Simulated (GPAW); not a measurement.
A run of GPAW 26.7.0 is set up as follows.

Contents of run.py:

```python
from ase.dft.bandgap import bandgap
from ase.io import read, write
from ase.units import GPa
from gpaw import GPAW, PW

atoms = read('POSCAR')

calc = GPAW(mode=PW(800),
            xc='RPBE',
            kpts={'size': (10, 10, 10), 'gamma': True},
            occupations={'name': 'methfessel-paxton', 'order': 0, 'width': 0.05},
            nbands=19,
            convergence={'density': 1e-05, 'energy': 1e-05},
            maxiter=150,
            txt='gpaw.txt')
atoms.calc = calc
energy = atoms.get_potential_energy()
forces = atoms.get_forces()
stress = atoms.get_stress()
calc.write('gs.gpw')
write('result.traj', atoms)
print(f'Energy: {energy:.6f} eV')
print('Forces (eV/A):')
print(forces.round(4))
print('Stress (GPa):', (stress / GPa).round(3))
print('Fermi level:', round(calc.get_fermi_level(), 4), 'eV')
print(f'Gap: {bandgap(calc)[0]:.4f} eV, direct: {bandgap(calc, direct=True)[0]:.4f} eV')
```

The input POSCAR:

```
HfN
1.0
    0.0000000000      2.2560000000      2.2560000000
    2.2560000000      0.0000000000      2.2560000000
    2.2560000000      2.2560000000      0.0000000000
Hf N
1 1
Direct
    0.0000000000      0.0000000000      0.0000000000
    0.5000000000      0.5000000000      0.5000000000
```

Potentials or basis: the program's PAW data sets (release 1.2.1) made for this functional, pw.

Launch:

```bash
$ OMP_NUM_THREADS=1 python run.py
```

Q: Estimate the pressure.

A: 12.0 GPa.

Q: What does it give for the band gap on the k mesh?

A: None (metal or under the smearing width).

Spin-orbit coupling is left out, which matters for the levels of Hf.
